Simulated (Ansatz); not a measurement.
# ZrC: single point with PBE0

ZrC:

```
CELL_PARAMETERS angstrom
3.39148 0.00000 0.00000
-1.69574 2.93710 0.00000
0.00000 0.00000 5.29005
ATOMIC_POSITIONS crystal
Zr 0.66667 0.33333 0.75000
Zr 0.33333 0.66667 0.25000
C 0.00000 0.00000 0.50000
C 0.00000 0.00000 0.00000
```

The cell comes from a database or a generator and needn't be the stable form of this composition.

| Property | Result |
| --- | --- |
| Program | Ansatz 0.2.0 |
| Task | single point |
| Functional | PBE0 |
| Potentials or basis | Ansatz PAW |
| Cutoff | 420 eV (not typed: the program's choice for these potentials) |
| k mesh | 6 × 6 × 4 |
| Occupations | fermi-dirac, width 0.05 eV |
| Spin | no spin polarisation |

* Pressure: -5.8 GPa
* Band gap on the k mesh: none (metal or under the smearing width)

Stress tensor (GPa, compression positive):
```
-7.08  0.00  0.00
 0.00 -7.08  0.00
 0.00  0.00 -3.25
```

Levels at points of the mesh, in eV from the Fermi level:
| k point | band 13 | band 14 | band 15 | band 16 | band 17 | band 18 | band 19 | band 20 |
| --- | --- | --- | --- | --- | --- | --- | --- | --- |
| (0.00, 0.00, 0.00) | -3.58 | -1.55 | -1.55 | 1.87 | 2.26 | 2.26 | 2.62 | 2.62 |
| (0.00, 0.00, -0.50) | -3.10 | -3.10 | -3.10 | -3.10 | 4.63 | 4.63 | 4.63 | 4.63 |
| (0.00, -0.50, 0.00) | -4.01 | -3.68 | -1.77 | -1.38 | 2.46 | 5.45 | 5.46 | 5.65 |
| (0.00, -0.50, -0.50) | -3.24 | -3.24 | -2.81 | -2.81 | 2.35 | 2.35 | 5.37 | 5.37 |

It took 17 s on 1 × NVIDIA H100 80GB HBM3 with 2 threads of AMD EPYC 7R13 Processor (Zen 3), on a shared host, peak memory 2.6 GiB.

Caveat: the PAW data sets come from PBE, with cores solved anew for the run's functional, which leaves a small shift of forces and pressure; the thresholds are loose for stress.
